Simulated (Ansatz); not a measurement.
SnS2 (started from an entry of an open crystallographic database), relaxed with r2SCAN+rVV10 in the plane-wave code Ansatz. The symmetry is P-3m1 (No. 164, trigonal); conventional cell a = 3.661 Å, c = 5.962 Å, 23.06 Å³ an atom. Sn has 6 S at 2.57 Å; S has 3 Sn at 2.57 Å.

The axes x, y and z are those of this cell:
```
CELL_PARAMETERS angstrom
3.66076 0.00000 0.00000
-1.83038 3.17031 0.00000
0.00000 0.00000 5.96180
ATOMIC_POSITIONS crystal
Sn 0.00000 0.00000 0.00000
S 0.33333 0.66667 0.24559
S 0.66667 0.33333 0.75441
```

Unstrained: With PBE the valence top lies at Γ–K (0.23 of the way from Γ) and the conduction bottom at k = (0, 0.464, 0.323), 1.432 eV higher; the smallest vertical gap, at k = (0, -1/2, 1/4), is 1.917 eV. The r2SCAN gap is indirect, 1.750 eV (Γ–K (0.23 of the way from Γ) to k = (0, 0.464, 0.323)), below the direct gap of 2.249 eV at k = (0, -1/2, 1/4). HSE06 gives an indirect gap of 2.315 eV, from Γ–K (0.23 of the way from Γ) to k = (0, 0.464, 0.323); the least direct gap is 2.766 eV at k = (0, -1/2, 1/4). Meshes: PBE 12×12×4, r2SCAN 12×12×4, HSE06 6×6×4. Strains are changes of length per length. After each strain the atoms were relaxed again with r2SCAN+rVV10 within the symmetry that the strain leaves, so tilts or polar shifts that break it weren't tested; points keep the names that they have in the unstrained zone. No spin polarisation and no zero-point or thermal motion.

Question: Estimate what isotropic +5.45 % on every length does to the gap.

Answer: PBE: the gap goes from 1.432 to 1.141 eV (-0.291 eV); it turns from indirect (Γ–K (0.23) → (0, 0.464, 0.323)) to direct (Γ). r2SCAN: the gap goes from 1.750 to 1.500 eV (-0.250 eV); it turns from indirect (Γ–K (0.23) → (0, 0.464, 0.323)) to direct (Γ). HSE06: the gap goes from 2.315 to 2.017 eV (-0.298 eV); it turns from indirect (Γ–K (0.23) → (0, 0.464, 0.323)) to direct (Γ).

Question: For epitaxial +5.19 % in the xy plane, how far does the free direction move, and what happens to the gap?

Answer: The normal strain at zero normal stress is -4.81 %, 0.93 of the in-plane strain with the sign turned. PBE: the gap goes from 1.432 to 0.622 eV (-0.810 eV); it turns from indirect (Γ–K (0.23) → (0, 0.464, 0.323)) to direct (Γ). r2SCAN: the gap goes from 1.750 to 0.975 eV (-0.775 eV); it turns from indirect (Γ–K (0.23) → (0, 0.464, 0.323)) to direct (Γ). HSE06: the gap goes from 2.315 to 1.460 eV (-0.855 eV); it turns from indirect (Γ–K (0.23) → (0, 0.464, 0.323)) to direct (Γ).

Spin-orbit coupling is left out, which matters wherever the heavy atoms make up the band edges.

Where an edge lies off the special points, it is a point of the mesh or the k point where a search put PBE's edge or least direct gap, reused for the other functionals, whose own edges may lie a little apart.

Coordinates of k points refer to the reciprocal vectors of the primitive cell of the runs.

The meshes of the hybrids are coarse, so their gaps aren't converged to the digits shown.
